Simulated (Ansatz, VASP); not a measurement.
**MnS: VASP beside Ansatz**

```
Mn S
1.0
     1.81771    1.04946    2.95098
    -1.81771    1.04946    2.95098
     0.00000   -2.09892    2.95098
Mn S
1 1
Cartesian
  0.0000 0.0000 0.0000
  0.0000 0.0000 4.4265
```

Change from the starting cell: volume scaled by 0.98.

Alike in both runs: task single point; functional PBE; k mesh 9 × 9 × 9; occupations fermi-dirac, width 0.05 eV; collinear spin, ferromagnetic start.

```csv
,VASP,Ansatz
version,VASP 6.6.1,Ansatz 0.2.0
potentials or method,"VASP PAW PBE potentials, release 64 (Mn_pv, S)",Ansatz PAW
plane-wave cutoff (eV),520,420
valence electrons in the cell,19,21
```

Ansatz gave:

* gap on the k mesh at the Fermi level (eV): none
* pressure (GPa): -0.5
* largest component of the traceless stress (GPa): 0.30
* net moment per atom (μB): 2.30
* size of the moment on the site where the two differ most (μB): 4.11

Task: Estimate VASP's values.

Result: gap on the k mesh at the Fermi level (eV): none; pressure (GPa): -0.5; largest component of the traceless stress (GPa): 0.30; net moment per atom (μB): 2.30; size of the moment on the site where the two differ most (μB): 4.17.

Site moments also hang on the region over which each program counts them. A gap of «none» marks a metal or a gap that the smearing closes. The functional is the same, so the differences come from potentials, cutoffs and numerics. The two sets of potentials don't hold the same shells in valence.

Caveats: a cell with one magnetic atom can't hold antiferromagnetic order, which such compounds often take; semilocal functionals often make such compounds metallic where correlation or magnetic order opens a gap, which also shifts bond lengths.
